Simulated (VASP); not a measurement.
**LiH17O9: single point with PBE+D3(BJ)**

The system is LiH17O9.

```
O H Li
1.0
     6.34629    0.00000    0.00000
     0.00000    6.34629    0.00000
     0.00000    0.00000    6.34629
O H Li
9 17 1
Direct
  0.75447 0.63213 0.01384
  0.30364 0.61108 0.17927
  0.23549 0.01967 0.36913
  0.90613 0.24367 0.75228
  0.21573 0.90421 0.79234
  0.74239 0.71768 0.49166
  0.60431 0.02290 0.97030
  0.99743 0.32217 0.16077
  0.62298 0.25087 0.33765
  0.71673 0.78202 0.99657
  0.70376 0.56274 0.88294
  0.23307 0.73191 0.25542
  0.18649 0.50959 0.15597
  0.37819 0.08655 0.35217
  0.22451 0.99341 0.52862
  0.99248 0.11797 0.77756
  0.94983 0.32491 0.87955
  0.19651 0.77433 0.88404
  0.35296 0.95783 0.85740
  0.85143 0.63673 0.56783
  0.82242 0.83215 0.42395
  0.61012 0.11043 0.10687
  0.68861 0.11214 0.87120
  0.85258 0.30610 0.23579
  0.10264 0.23734 0.23409
  0.69414 0.22233 0.47064
  0.60112 0.53166 0.29370
```

The cell was built by a generator and needn't be a form met in nature.

- Program: VASP 6.6.1
- Task: single point
- Functional: PBE
- Dispersion: D3(BJ)
- Potentials or basis: VASP PAW PBE potentials, release 64 (O, H, Li_sv)
- Cutoff: 520 eV
- k mesh: 1 × 1 × 1
- Occupations: fermi-dirac, width 0.05 eV
- Spin: no spin polarisation

```json
{"Largest force": "1.807 eV/Å", "Band gap on the k mesh": "4.01 eV, direct", "Dispersion energy per atom": "-0.041 eV"}
```

Forces in eV/Å, atoms in the order of the input:
```
O   -0.110 -0.873 -0.893
O   -0.541  0.991  0.397
O    0.270 -0.078  1.464
O   -0.097  0.345  0.142
O    0.689 -0.880  1.420
O    0.969  0.144  0.244
O   -0.146  0.973  0.432
O   -0.295  0.523 -0.129
O    0.104 -0.267 -0.200
H   -0.372  0.399 -0.174
H    0.165  0.552  1.031
H    0.853 -0.494 -0.511
H   -0.182 -0.034  0.220
H   -0.155 -0.051  0.177
H    0.169  0.081 -1.540
H    0.316 -0.360 -0.256
H   -0.210 -0.190  0.093
H    0.010  1.088 -0.852
H   -0.596 -0.075 -0.391
H   -0.355  0.310 -0.330
H   -0.341 -0.302  0.221
H   -0.049 -0.655 -0.341
H   -0.002 -0.286  0.152
H    0.794 -0.272 -0.328
H   -0.242 -0.866  0.461
H   -0.075 -0.196  0.082
Li  -0.573  0.473 -0.592
```

Levels at points of the mesh, in eV from the valence-band top:
```csv
k point,band 34,band 35,band 36,band 37,band 38,band 39,band 40,band 41
"(0.00, 0.00, 0.00)",-0.75,-0.49,-0.32,0.00,4.01,7.05,7.40,7.48
```

Wall time 56 s on 1 thread of Intel(R) Xeon(R) Platinum 8175M CPU @ 2.50GHz (Skylake/Cascade Lake), with other jobs on the host, peak memory 0.3 GiB.

 PBE gaps usually lie below the measured ones, often by a third to a half.
